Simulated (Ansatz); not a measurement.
Here is an Ansatz 0.2.0 calculation.

input.yaml

```yaml
crystal:
  lattice:
    - [3.9855, 0.0, 0.0]
    - [0.0, 2.8369, 2.84515]
    - [0.0, -2.8369, 2.84515]
  atoms:
    - { symbol: Ba, position: [0.000522, -0.000146, 0.006069] }
    - { symbol: Ti, position: [0.503928, 0.51327, 0.519971] }
    - { symbol: O, position: [0.500399, 0.977165, 0.503131] }
    - { symbol: O, position: [0.516827, 0.502107, 1.009653] }
    - { symbol: O, position: [0.005246, 0.489722, 0.502551] }
hamiltonian:
  xc: pbe
  pseudopotentials: { kind: paw }
kpoints:
  mp_grid: { grid: [7, 7, 7] }
scf:
  occupations: { method: fermi_dirac, width: 0.05 }
output:
  forces: true
  stress: true
  eigenvalues: true
```

Potentials or basis: Ansatz PAW.

Launch:

```sh
$ ansatz run input.yaml --threads 2 --pin off --max-ram 5120MiB --backend cpu --events-out ev --progress --plain --runs-dir out
```

What does it give for the band gap on the k mesh?

2.01 eV, indirect (least direct gap 2.16 eV).

Estimate the largest force.

0.639 eV/Å.

Stress tensor (GPa, compression positive):
```
 2.89  0.04 -0.03
 0.04  3.08  1.17
-0.03  1.17  2.90
```

Caveat: odd divisions of the mesh miss points on the zone boundary, where band edges often lie, so the gap on the mesh can be too wide; the pressure holds a Pulay correction of +0.5 GPa for the finite cutoff; spin-orbit coupling is left out, which moves the levels of the heavy elements. A k mesh can miss the band edges.
